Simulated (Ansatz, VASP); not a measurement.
BN: VASP beside Ansatz

```
B N
1.0
     2.50875    0.00144    0.00000
     1.25312    2.17337    0.00000
     0.00000    0.00000   32.60000
B N
2 2
Direct
  0.49998 0.49998 0.44869
  0.16665 0.16665 0.55132
  0.83332 0.83332 0.44864
  0.49998 0.49998 0.55135
```

Alike in both runs: functional PBE; dispersion D3(BJ); k mesh 10 × 10 × 1; occupations gaussian, width 0.02 eV; no spin polarisation.

Ansatz relaxed the structure, and its values are those at the end. VASP's run is a single point on that final structure, the one shown.

|  | VASP | Ansatz |
| --- | --- | --- |
| version | VASP 6.6.1 | Ansatz 0.2.0 |
| potentials or method | VASP PAW PBE potentials, release 64 (B, N) | scalar-relativistic, plane waves, PAW |
| plane-wave cutoff (eV) | 520 | 420 |
| valence electrons in the cell | 16 | 16 |

Ansatz gave:

```
gap on the k mesh at the Fermi level (eV) : 4.61
least direct gap on the mesh (eV)         : 4.81
```

What did VASP give for the same quantities?

gap on the k mesh at the Fermi level (eV): 4.60; least direct gap on the mesh (eV): 4.80.

The functional is the same, so the differences come from potentials, cutoffs and numerics. Ansatz warned: «near_symmetry_operations_not_taken».

Expect the measured gap to be larger: semilocal functionals such as PBE lack the derivative discontinuity.
